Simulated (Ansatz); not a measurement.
# Deforming Na

```
Na
1.0
    -2.10403    2.10403    2.10403
     2.10403   -2.10403    2.10403
     2.10403    2.10403   -2.10403
Na
1
Direct
  0.00000 0.00000 0.00000
```

Structure from Materials Project entry mp-127 (possibly hypothetical), not relaxed further.

Theory: Ansatz 0.2.0, DFT, PBEsol, all-electron LAPW, scalar-relativistic.

Sampling and basis: a Γ-centred 12×12×12 k mesh, Fermi–Dirac smearing of 0.05 eV, basis error target 0.25 meV/atom, no spin polarisation.

The unchanged cell is at -0.19 GPa.

In a metal, stresses and small energies carry noise from the k mesh.

x, y and z are the Cartesian axes of the cell as listed; fractional coordinates follow a strain, and an engineering shear is twice the off-diagonal strain component.

**Question.** With this change (z strained by +1.5 % at fixed volume), what becomes of the energy and stress?

**Answer.** Energy change under 1 meV/atom; stress change (xx, yy, zz, yz, xz, xy) -0.02, -0.02, 0.03, 0.00, 0.00, 0.00 GPa, compression positive.

With equal xy, yz and zx engineering shear strains of -1 %: energy change under 1 meV/atom; stress change (xx, yy, zz, yz, xz, xy) 0.00, 0.00, 0.00, 0.04, 0.04, 0.04 GPa, compression positive.
